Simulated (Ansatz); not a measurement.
# SrO: the band gap up the ladder of functionals

One table from this session's results is given with a row withheld; the runs are named, their logs left out.

Code: Ansatz 0.2.0. PAW datasets, plane waves. The cell comes from a prototype generator: it can be a known phase or a hypothetical one. Spin polarisation is off.

## The cell

The cell was relaxed beforehand with r2SCAN.

It is hexagonal, P6_3/mmc (No. 194); a = 4.270 Å, c = 5.144 Å in the conventional setting, 20.31 Å³ an atom. Near Sr stand 5 O at 2.47–2.57 Å; near O stand 5 Sr at 2.47–2.57 Å.

As a file:

```cif
data_structure
_symmetry_space_group_name_H-M 'P 1'
_symmetry_Int_Tables_number 1
_cell_length_a 4.2700
_cell_length_b 4.2700
_cell_length_c 5.1445
_cell_angle_alpha 90.000
_cell_angle_beta 90.000
_cell_angle_gamma 120.000
_cell_volume 81.23
loop_
_atom_site_label
_atom_site_type_symbol
_atom_site_fract_x
_atom_site_fract_y
_atom_site_fract_z
_atom_site_occupancy
Sr1 Sr 0.33333 0.66667 0.25000 1
Sr2 Sr 0.66667 0.33333 0.75000 1
O1 O 0.66667 0.33333 0.25000 1
O2 O 0.33333 0.66667 0.75000 1
```

The first run:

input.yaml

```yaml
crystal:
  lattice:
    - [4.2700252752, 0.0, 0.0]
    - [-2.1350126376, 3.6979503631, 0.0]
    - [0.0, 0.0, 5.1444569814]
  atoms:
    - { symbol: Sr, position: [0.3333333333, 0.6666666667, 0.25] }
    - { symbol: Sr, position: [0.6666666667, 0.3333333333, 0.75] }
    - { symbol: O, position: [0.6666666667, 0.3333333333, 0.25] }
    - { symbol: O, position: [0.3333333333, 0.6666666667, 0.75] }
kpoints:
  mp_grid: { grid: [12, 12, 6] }
  band_path:
    path:
      - [[0.0, 0.0, 0.0], [0.5, -3.015032043103e-17, 1.612497335422e-19], [0.3333333333333, 0.3333333333333, 3.224994670819e-19], [0.0, 0.0, 0.0], [-9.593875804908e-47, -1.961783782534e-35, 0.5], [0.5, -3.006712981073e-17, 0.5], [0.3333333333333, 0.3333333333333, 0.5], [-9.593875804908e-47, -1.961783782534e-35, 0.5]]
      - [[0.5, -3.006712981073e-17, 0.5], [0.5, -3.015032043103e-17, 1.612497335422e-19]]
      - [[0.3333333333333, 0.3333333333333, 0.5], [0.3333333333333, 0.3333333333333, 3.224994670819e-19]]
    npoints: 10
hamiltonian:
  xc: pbe
scf:
  occupations: { method: fermi_dirac, width: 0.02 }
  n_extra_bands: 5
output:
  forces: true
  stress: true
  eigenvalues: true
```

Command:

```sh
$ ansatz run input.yaml --threads 2 --pin off --max-ram 2211MiB --backend cpu --events-out ev --progress --plain --runs-dir out
```

Steps of the session up to this table: PBE bands along the symmetry lines; Single point with r2SCAN; HSE06; PBE+SOC; Single point with PBE0; LDA at the same geometry; Single point with DDH-PBE0; HSE06+SOC; r2SCANh at the same geometry; Single point with Hartree-Fock.

One of the session's tables, all rows but one given; the rest of the session is left out.

| level | gap (eV) |
| --- | --- |
| PBE | 2.66 |
| r2SCAN | 3.03 |
| HSE06 | 4.00 |
| PBE+SOC | 2.66 |
| PBE0 | 4.70 |
| LDA | 2.47 |
| DDH-PBE0 | ? |
| HSE06+SOC | 4.00 |
| r2SCANh | 3.77 |
| Hartree-Fock | 11.32 |

Q: Estimate the row for DDH-PBE0 from the others.

**Answer.** gap (eV): 5.11. In the column «gap (eV)» it lies between PBE0 (4.70) and Hartree-Fock (11.32).

Meshes: PBE 12×12×6, r2SCAN 12×12×6, HSE06 6×6×4, PBE+SOC 12×12×6, PBE0 6×6×4, LDA 12×12×6, DDH-PBE0 6×6×4, HSE06+SOC 6×6×4, r2SCANh 6×6×4, Hartree-Fock 6×6×4

What this shows: The gap runs from 2.47 eV (LDA) to 11.32 eV (Hartree-Fock). PBE reaches 66 % of the HSE06 value, and r2SCAN 76 %. PBE0 lies 0.70 eV above HSE06, which differs from it by screening the long-range exchange. The levels disagree on whether the gap is direct.

Caveats from the session: Warnings in the runs' records: stress scf threshold loose, stress exchange threshold loose.
